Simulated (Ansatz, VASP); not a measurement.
## Two plane-wave programs on Sc

```
Sc
1.0
     5.05386    0.00000    0.00000
    -2.52693    4.37677    0.00000
     0.00000    0.00000    3.19150
Sc
3
Direct
  0.00000 0.00000 0.00000
  0.33333 0.66667 0.50000
  0.66667 0.33333 0.50000
```

Alike in both runs: functional PBEsol; k mesh 6 × 6 × 6; occupations gaussian, width 0.1 eV; no spin polarisation.

Ansatz relaxed the structure, and its values are those at the end. VASP's run is a single point on that final structure, the one shown.

|  | VASP | Ansatz |
| --- | --- | --- |
| version | VASP 6.6.1 | Ansatz 0.2.0 |
| potentials or method | VASP PAW PBE potentials, release 64 (Sc_sv) | scalar-relativistic, plane waves, PAW |
| plane-wave cutoff (eV) | 520 | 420 |
| valence electrons in the cell | 33 | 33 |

```tsv
	VASP	Ansatz	Ansatz less VASP
gap on the k mesh at the Fermi level (eV)	none	none	-
pressure (GPa)	-0.1	-0.1	-0.02
```

A gap of «none» marks a metal or a gap that the smearing closes.

Caveats: the PAW data sets were made with another functional, which shifts forces and pressure a little (VASP).
